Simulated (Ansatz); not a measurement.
Crystal: Bi2Te2Se.

```
CELL_PARAMETERS angstrom
2.16097 1.24764 10.58557
-2.16097 1.24764 10.58557
0.00000 -2.49527 10.58557
ATOMIC_POSITIONS crystal
Bi 0.39172 0.39172 0.39172
Bi 0.60828 0.60828 0.60828
Te 0.78040 0.78040 0.78040
Te 0.21960 0.21960 0.21960
Se 0.00000 0.00000 0.00000
```

The cell is a database's computed one.

| Quantity | Value |
| --- | --- |
| Program | Ansatz 0.2.0 |
| Task | relaxation of cell and atoms |
| Functional | PBEsol |
| Potentials or basis | Ansatz PAW |
| Cutoff | 420 eV (not typed: the program's choice for these potentials) |
| k mesh | 7 × 7 × 7 |
| Occupations | fermi-dirac, width 0.05 eV |
| Spin | no spin polarisation |

At the start: volume 34.25 Å³/atom.

**Question.** How do energy, volume and symmetry change on relaxing?

**Answer.** It ends after 7 steps and the volume is 31.67 Å³/atom (-7.5 %); space group R-3m (No. 166, to 0.05 Å).

Step by step:
| step | energy change (eV) | largest force (eV/Å) | volume (Å³) |
| --- | --- | --- | --- |
| 1 | 0.0000 | 0.0497 | 171.24 |
| 2 | -0.0452 | 0.0709 | 157.41 |
| 3 | -0.0640 | 0.0580 | 159.01 |
| 4 | -0.0674 | 0.0562 | 157.33 |
| 5 | -0.0689 | 0.0151 | 158.62 |
| 6 | -0.0691 | 0.0010 | 158.35 |
| 7 | -0.0671 | 0.0009 | 158.35 |

Final structure:
```
CELL_PARAMETERS angstrom
2.14494 1.23838 9.93538
-2.14494 1.23838 9.93538
0.00000 -2.47676 9.93538
ATOMIC_POSITIONS crystal
Bi 0.39449 0.39449 0.39449
Bi 0.60551 0.60551 0.60551
Te 0.78706 0.78706 0.78706
Te 0.21294 0.21294 0.21294
Se 0.00000 0.00000 0.00000
```

Caveat: the plane-wave basis is chosen anew once the cell has moved, so the energies of steps on either side of that aren't comparable; the PAW data sets come from PBE, with cores solved anew for the run's functional, which leaves a small shift of forces and pressure.
